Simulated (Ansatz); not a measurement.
**Se (fcc): energy against volume**

These are results of DFT, LDA (PW92), plane waves (420 eV) with PAW, scalar-relativistic (Ansatz), not measurements. The PAW files were generated under PBE, with cores re-solved for the functional.

The cell is scaled uniformly from the relaxed one, with fractional coordinates and shape fixed. Energies are extrapolated to zero smearing, pressures are those at the given smearing. Magnetic state: spin not included.

A Birch-Murnaghan fit gives V₀ = 18.89 Å³/atom, B₀ = 86 GPa, B₀′ = 4.3.

What are the energy above the minimum and the pressure at 16.699 Å³/atom?

85.3 meV/atom and 14.22 GPa as computed.

What are the energy above the minimum and the pressure at 17.458 Å³/atom?

33.6 meV/atom and 8.30 GPa as computed.

What are the energy above the minimum and the pressure at 21.253 Å³/atom?

64.8 meV/atom and -7.73 GPa as computed.
